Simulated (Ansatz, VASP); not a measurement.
# MgO in VASP and in Ansatz

INCAR

```
PREC = Accurate
ENCUT = 520
EDIFF = 1E-6
ISMEAR = 0
SIGMA = 0.05
LREAL = False
LASPH = True
NELM = 60
ALGO = Normal
ISIF = 2
LWAVE = False
LCHARG = False
GGA = PS
NBANDS = 16
```

KPOINTS

```
regular mesh
0
Gamma
  9 9 6
```

Contents of POSCAR:

```
MgO
1.0
    3.4540523579      0.0000000000      0.0000000000
   -1.7270261790      2.9912970879      0.0000000000
    0.0000000000      0.0000000000      4.2924500482
Mg O
2 2
Direct
    0.6868215855      0.3736431710      0.7500000000
    0.3131784145      0.6263568290      0.2500000000
    0.6518268271      0.3036536542      0.2500000000
    0.3481731729      0.6963463458      0.7500000000
```

Input for Ansatz:

```yaml
crystal:
  lattice:
    - [3.4540523579, 0.0, 0.0]
    - [-1.727026179, 2.9912970879, 0.0]
    - [0.0, 0.0, 4.2924500482]
  atoms:
    - { symbol: Mg, position: [0.6868215855, 0.373643171, 0.75] }
    - { symbol: Mg, position: [0.3131784145, 0.626356829, 0.25] }
    - { symbol: O, position: [0.6518268271, 0.3036536542, 0.25] }
    - { symbol: O, position: [0.3481731729, 0.6963463458, 0.75] }
basis:
  ecutwfc: 520.0
kpoints:
  mp_grid: { grid: [9, 9, 6] }
hamiltonian:
  xc: pbesol
  pseudopotentials: { kind: paw, azcp: { folder: soft_1 } }
scf:
  occupations: { method: gaussian, width: 0.05 }
output:
  forces: true
  stress: true
  eigenvalues: true
```

Change from the starting cell: mode 5 frozen in at +0.122 Å, strain +e along z and -e/2 along x and y +0.0233.

Alike in both runs: task single point; functional PBEsol; k mesh 9 × 9 × 6; occupations gaussian, width 0.05 eV; no spin polarisation.

|  | VASP | Ansatz |
| --- | --- | --- |
| version | VASP 6.6.1 | Ansatz 0.2.0 |
| potentials or method | VASP PAW PBE potentials, release 64 (Mg, O) | scalar-relativistic, plane waves, PAW |
| plane-wave cutoff (eV) | 520 | 520 |
| valence electrons in the cell | 16 | 32 |

Ansatz gave:

| Item | Value |
| --- | --- |
| gap on the k mesh at the Fermi level (eV) | 3.14 |
| least direct gap on the mesh (eV) | 3.14 |
| pressure (GPa) | 0.3 |
| largest component of the traceless stress (GPa) | 3.27 |
| rms of the force components (eV/Å) | 0.356 |

Problem. What did VASP give for the same quantities?

Solution. gap on the k mesh at the Fermi level (eV): 3.14; least direct gap on the mesh (eV): 3.14; pressure (GPa): -0.1; largest component of the traceless stress (GPa): 3.35; rms of the force components (eV/Å): 0.359.

Atom by atom the forces differ by 0.004 eV/Å (rms over components). The two sets of potentials don't hold the same shells in valence. Ansatz warned: «pseudo_functional_mismatch».

Caveats: the PAW data sets were made with another functional, which shifts forces and pressure a little (VASP).
